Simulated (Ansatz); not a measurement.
**Ansatz 0.2.0, settings compared: BIr2**

Input:

```yaml
crystal:
  lattice:
    - [4.39262164, 0.0, 0.0]
    - [0.0, 4.39262164, 0.0]
    - [0.0, 0.0, 2.79760017]
  atoms:
    - { symbol: B, position: [0.0, 0.0, 0.0] }
    - { symbol: B, position: [0.5, 0.5, 0.5] }
    - { symbol: Ir, position: [0.3053, 0.3053, 0.0] }
    - { symbol: Ir, position: [0.1947, 0.8053, 0.5] }
    - { symbol: Ir, position: [0.6947, 0.6947, 0.0] }
    - { symbol: Ir, position: [0.8053, 0.1947, 0.5] }
  symmetry: { tolerance: 0.0003 }
kpoints:
  mp_grid: { grid: [4, 4, 6], shift: [0, 0, 0] }
magnetization:
  spin_polarized: false
scf:
  occupations: { method: cold, width: 0.0907 }
hamiltonian:
  pseudopotentials: { kind: paw }
  xc: r2scan
  hubbard:
    projectors: all-electron-ortho-atomic
    sites: [{ species: Ir, l: d, u: 2.14, j: 0.42 }]
basis:
  ecutwfc: 500
output:
  forces: true
  stress: true
  eigenvalues: true
  write_density: true
  write_potential: true
  elf: true
  volumetric_format: npy
relax:
  max_steps: 40
  cell: {}
```

The command:

```bash
ansatz run input.yaml --threads 1 --pin off --max-ram 2560MiB --backend cpu --events-out ev --progress --plain --runs-dir out
```

Origin of the cell: a known structure type with other elements, at an estimated volume, so it need not be a known compound.

Output of this run (shortened):

```
B: projections on atomic orbitals take those of the free atom [He] 2s2 2p1, of charge +0.00 (hamiltonian.pseudopotentials.projection_atoms); the dataset's partial waves leave at most 3.0e-9 o […]
Ir: projections on atomic orbitals take those of the free atom [Kr 4d10 4f14] 5s2 5p6 5d7 6s2, of charge +0.00 (hamiltonian.pseudopotentials.projection_atoms); the dataset's partial waves lea […]
Pseudopotentials: kind: paw
Pseudopotential: B, paw, valence charge 3, recommended cutoff 500 eV (meta_gga), B.paw.azcp
Pseudopotential: Ir, paw, valence charge 17, recommended cutoff 500 eV (meta_gga), Ir.paw.azcp
Functional definition: r2SCAN
  exchange = r2scan_x(k0 = k0, k1 = k1, a1 = a1)
  correlation = r2scan_c
Crystal: 6 atoms, lattice volume = 53.980 Å³
Basis set: ecut = 500 eV, 1367 PW (Γ), exchange–correlation on 144×144×96 points (64 copies of the dense FFT grid, shifted against one another)
Bands: 45, of which v1, the nominal top of the filled ones, is band 37 counted from 1 (36 counted from 0)
[… 9 lines left out …]
Initial density: superposition of atomic densities (chi_scale 0.1, normalization cell, long waves of neutral atoms under a Hubbard term (reshape's long-wave potential 0.00 eV rms, cloud 2.25 Å wide))
Functional: x = r2scan, c = r2scan; τ floored in thin density (d = 2e-4 eV/Å³)
SCF iter   1: F=—  HF=-48092.508790 eV  Δρ=1.15e-1  dr2=9.77e0  dr2_τ=1.92e0  defer=5
SCF iter   2: F=—  HF=-48090.744231 eV  S|Δr|=    0.00e0  Δρ=5.82e-2  dr2=2.66e0  dr2_τ=1.05e-1  defer=35
SCF iter   3: F=—  HF=-48090.227005 eV  S|Δr|=    0.00e0  Δρ=1.25e-2  dr2=1.21e-1  dr2_τ=9.37e-3  defer=35
SCF iter   4: F=—  HF=-48090.216946 eV  S|Δr|=    0.00e0  Δρ=3.15e-3  dr2=5.36e-3  dr2_τ=4.78e-4  defer=37
SCF iter   5: F=—  HF=-48090.220021 eV  S|Δr|=    0.00e0  Δρ=9.44e-4  dr2=3.78e-4  dr2_τ=3.63e-5  defer=37
SCF iter   6: F=—  HF=-48090.220441 eV  S|Δr|=    0.00e0  Δρ=2.51e-4  dr2=2.76e-5  dr2_τ=1.79e-6  defer=37
SCF iter   7: F=—  HF=-48090.220477 eV  S|Δr|=    0.00e0  Δρ=5.62e-5  dr2=1.13e-6  dr2_τ=1.08e-7  defer=37
SCF iter   8: F=-48090.220478 eV  HF=-48090.220478 eV  S|Δr|=    0.00e0  Δρ=1.14e-5  dr2=3.98e-8  dr2_τ=7.33e-9
relax step   1: F+E_penalty+E_count = -48090.220478 eV  Δ(F+E_penalty+E_count) = +0.000e0 eV  max|allowed force component| = 4.177e0 eV/Å  Δτ_max = 0.0000 Å  P = +217.747 GPa  Ω = 53.980 Å³ […]
relax step   2: F+E_penalty+E_count = -48098.178589 eV  Δ(F+E_penalty+E_count) = -7.958e0 eV  max|allowed force component| = 1.724e0 eV/Å  Δτ_max = 0.0256 Å  P = +90.089 GPa  Ω = 62.208 Å³  e […]
relax step   3: F+E_penalty+E_count = -48100.959300 eV  Δ(F+E_penalty+E_count) = -2.781e0 eV  max|allowed force component| = 6.855e-1 eV/Å  Δτ_max = 0.0143 Å  P = +28.508 GPa  Ω = 69.719 Å³ […]
relax step   4: F+E_penalty+E_count = -48101.470355 eV  Δ(F+E_penalty+E_count) = -5.111e-1 eV  max|allowed force component| = 3.479e-1 eV/Å  Δτ_max = 0.0004 Å  P = +8.748 GPa  Ω = 73.489 Å³ […]
relax step   5: F+E_penalty+E_count = -48101.541960 eV  Δ(F+E_penalty+E_count) = -7.160e-2 eV  max|allowed force component| = 8.849e-2 eV/Å  Δτ_max = 0.0193 Å  P = -0.250 GPa  Ω = 75.558 Å³ […]
relax step   6: F+E_penalty+E_count = -48101.543858 eV  Δ(F+E_penalty+E_count) = -1.899e-3 eV  max|allowed force component| = 2.287e-2 eV/Å  Δτ_max = 0.0072 Å  P = -0.170 GPa  Ω = 75.564 Å³ […]
relax step   7: F+E_penalty+E_count = -48101.544019 eV  Δ(F+E_penalty+E_count) = -1.609e-4 eV  max|allowed force component| = 7.909e-4 eV/Å  Δτ_max = 0.0015 Å  P = +0.007 GPa  Ω = 75.513 Å³ […]
relax step   8: F+E_penalty+E_count = -48101.571189 eV  Δ(F+E_penalty+E_count) = -2.717e-2 eV  max|allowed force component| = 1.389e-3 eV/Å  Δτ_max = 0.0000 Å  P = +0.169 GPa  Ω = 75.513 Å³  stress off target by 3.17e-1 GPa […]
relax step   9: F+E_penalty+E_count = -48101.571238 eV  Δ(F+E_penalty+E_count) = -4.866e-5 eV  max|allowed force component| = 2.927e-5 eV/Å  Δτ_max = 0.0003 Å  P = +0.004 GPa  Ω = 75.559 Å³ […]
relax step  10: F+E_penalty+E_count = -48101.571264 eV  Δ(F+E_penalty+E_count) = -2.602e-5 eV  max|allowed force component| = 2.289e-5 eV/Å  Δτ_max = 0.0000 Å  P = +0.004 GPa  Ω = 75.559 Å³  stress off target by 1.51e-2 GPa […]
SCF 10 converged in 5 iterations: F = -48101.571264 eV  dr2 = 2.34e-11
basis re-selected at this cell: Δ(F+E_penalty+E_count) = -2.602e-5 eV, ΔP = +0.000 GPa vs the last step (what re-selecting the basis moved, of the pressure what is left beyond the Pulay corre […]
SCF converged after 5 iterations
Stability not checked: this state was not tested for a lower state beside it, because cold or Methfessel-Paxton smearing, or corrected tetrahedra, fill the levels in a way that the test cannot read (fill_not_monotonic; […]
Free energy (F): -48101.571264 eV
Harris-Foulkes:  -48101.571264 eV  (|F-HF|=7.28e-12)
Internal energy: -48101.568834 eV  (E = F + TS)
E sigma→0 (E₀):  -48101.570454 eV
Entropy (-TS):   -0.002430 eV (-0.405 meV/atom)
Fermi energy:    19.893137 eV
--- Per-component energies (eV) ---
  E_band       = -647.854980
  E_kinetic    = 2602.867542
  E_local      = -5349.919820  (includes V_loc(G=0)·N_el)
  E_nonlocal   = 323.112849
  E_hartree    = 2045.396925
  E_xc         = -1084.537660
  E_vxc        = -1416.970992  (∫ρ·V_xc dr)
  E_hubbard    = 5.518888  (on-site DFT+U / exact-exchange correction)
  E_vhub       = -16.272947  (the Hubbard potential's part of the band-sum identity)
  E_paw        = -37162.190552  (= ΣΔE_a)
  E_vpaw       = -968.677350  (= ΣTr[D̂ρ^β])
  E_aug_tail   = -0.000059  (compensation charges beyond the density's cutoff)
  E_vtau       = 87.212137  (kinetic-family band-sum trace: ∫τ·v_τ [+ j·A + Jᵃ·Aᵃ] dr)
  E_ewald      = -9480.512488
  E_core_change = -1.304458  (= ΣΔE_core)
  E_smearing   = -0.002430  (= −TS)
  Σ components = -48101.571264   (vs F -48101.571264, Δ=0.00e0)
--- DFT+U+J on-site energies (Liechtenstein; fll double counting; per corrected site; eV) ---
  site 2 (l=d): U=2.1400  J=0.4200  Tr N=7.9392  E_int=55.376314  E_dc=53.996592  E_U=1.379722
  site 3 (l=d): U=2.1400  J=0.4200  Tr N=7.9392  E_int=55.376314  E_dc=53.996592  E_U=1.379722
  site 4 (l=d): U=2.1400  J=0.4200  Tr N=7.9392  E_int=55.376314  E_dc=53.996592  E_U=1.379722
  site 5 (l=d): U=2.1400  J=0.4200  Tr N=7.9392  E_int=55.376314  E_dc=53.996592  E_U=1.379722
--- Forces (eV/Å), atoms counted from 1 ---
  atom   1  B     -0.000000     0.000000     0.000000
  atom   2  B      0.000000     0.000000     0.000000
  atom   3  Ir    -0.000023    -0.000023     0.000000
  atom   4  Ir     0.000023    -0.000023     0.000000
  atom   5  Ir     0.000023     0.000023     0.000000
  atom   6  Ir    -0.000023     0.000023     0.000000
  max |Σ_I F_I| component: 1.04e-17 eV/Å
--- Stress (GPa, compression-positive) ---
       -0.001427       0.000000       0.000000
        0.000000      -0.001427       0.000000
        0.000000       0.000000       0.015118
  P = ⅓ Tr σ = 0.0041 GPa (0.041 kbar)
Occupation matrices written to <dir>
--- Relaxed structure (8 steps of the walk, 8 accepted, 2 SCFs on fresh bases) ---
  F+E_penalty+E_count = -48101.571264 eV   max|allowed force component| = 2.289e-5 eV/Å   (the final SCF, on the basis selected at the relaxed cell)
  cell:  # Å, volume = 75.5588 Å³
    - [4.799183, 0.0, 0.0]
    - [0.0, 4.799183, 0.0]
    - [0.0, 0.0, 3.280577]
  atoms:
    - { symbol: B, position: [0.0, 0.0, 0.0] }
    - { symbol: B, position: [0.5, 0.5, 0.5] }
    - { symbol: Ir, position: [0.296811, 0.296811, 0.0] }
    - { symbol: Ir, position: [0.203189, 0.796811, 0.5] }
    - { symbol: Ir, position: [0.703189, 0.703189, 0.0] }
    - { symbol: Ir, position: [0.796811, 0.203189, 0.5] }
```

The same input was run again with these changes:

1. `scf.occupations.width` 0.0907 → default; `scf.occupations.method` cold → tetrahedron_uncorrected
2. `scf.eigensolver.kind` default → davidson; `basis.precision` default → f64; `scf.convergence.dr2_threshold` default → 1.0e-09; `kpoints.mp_grid.grid` [4, 4, 6] → [1, 1, 2]
3. `scf.convergence.dr2_threshold` default → 1.0e-08
4. `basis.ecutwfc` 500 → "33.1 Ry"

```
 run        end  SCF iterations  volume (Å³/atom)  max force component (eV/Å)  moment (μB)  ΔE(σ→0) (meV/atom)
base  converged              62             12.59                       0.000            –                   0
   1  converged              62             12.63                       0.000            –               28.62
   2  converged              77             12.97                       0.000            –              236.02
   3  converged              69             12.59                       0.000            –                0.00
   4  converged              66             12.59                       0.001            –                1.76
```

Energies are compared only where functional, datasets, charge and starting cell are the same.

Run 2 relaxed to another structure than the base run, so its differences aren't those of the setting alone.

Not properties of the system: run 2 (too coarse or loose: `kpoints.mp_grid.grid` = [1, 1, 2]).

Caveats of the base run: no dispersion correction, so spacings can come out too large where layers or molecules are weakly bound; no moments, though an odd count or open d shells may carry them; no spin-orbit coupling, though heavy elements are present; the k mesh is coarse if the cell is a metal; the relaxation held the start's symmetry, so the end may be a saddle point.

Run 1: forces and stress under tetrahedra may miss the slope of the energy.
Run 4: the cutoff lies below the datasets' advice.

Time of the base run: 58 s on 1 thread of Intel(R) Xeon(R) 6975P-C (Granite Rapids), with other jobs on the host, peak memory 0.67 GiB, from the program's own first density.
